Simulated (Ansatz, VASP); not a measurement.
# One calculation of P, two programs

Contents of INCAR:

```
SYSTEM = P
PREC = Accurate
ENCUT = 520
EDIFF = 1E-8
ISMEAR = -1
SIGMA = 0.05
LREAL = .FALSE.
LASPH = .TRUE.
NELM = 100
ALGO = Normal
ISIF = 2
LWAVE = .FALSE.
LCHARG = .FALSE.
GGA = PE
LEFG = .TRUE.
NBANDS = 12
```

KPOINTS

```
Automatic mesh
0
G
  15 15 8
  0 0 0
```

POSCAR

```
P
1.0
    2.7611695162      0.0000000000      0.0000000000
   -1.3805847581      2.3912429451      0.0000000000
    0.0000000000      0.0000000000      4.4041804904
P
2
Direct
    0.3333333333      0.6666666667      0.2500000000
    0.6666666667      0.3333333333      0.7500000000
```

Input for Ansatz:

```yaml
crystal:
  lattice:
    - [2.7611695162, 0.0, 0.0]
    - [-1.3805847581, 2.3912429451, 0.0]
    - [0.0, 0.0, 4.4041804904]
  atoms:
    - { symbol: P, position: [0.3333333333, 0.6666666667, 0.25] }
    - { symbol: P, position: [0.6666666667, 0.3333333333, 0.75] }
kpoints:
  mp_grid: { grid: [15, 15, 8] }
scf:
  occupations: { method: fermi_dirac, width: 0.05 }
hamiltonian:
  xc: pbe
  pseudopotentials: { kind: all_electron, datasets: crystal }
output:
  forces: true
  stress: true
  eigenvalues: true
  efg: { contact_densities: true }
```

Change from the starting cell: z stretched by -4 % at fixed volume, crystal datasets.

Alike in both runs: task electric field gradients; functional PBE; k mesh 15 × 15 × 8; occupations fermi-dirac, width 0.05 eV; no spin polarisation.

|  | VASP | Ansatz |
| --- | --- | --- |
| version | VASP 6.6.1 | Ansatz 0.2.0 |
| potentials or method | VASP PAW PBE potentials, release 64 (P) | all-electron PAW with datasets made for the crystal, scalar-relativistic |
| plane-wave cutoff (eV) | 520 | see its input |

```csv
,VASP,Ansatz,Ansatz less VASP
pressure (GPa),-0.1,0.2,+0.22
largest component of the traceless stress (GPa),2.93,2.94,+0.015
Vzz of the field gradient on the site that differs most (V/Å²),-4.0,-4.1,-0.10
```

Ansatz ran all-electron here, so the differences hold the error of VASP's frozen core and of both bases. Ansatz warned: «printed_levels_off».
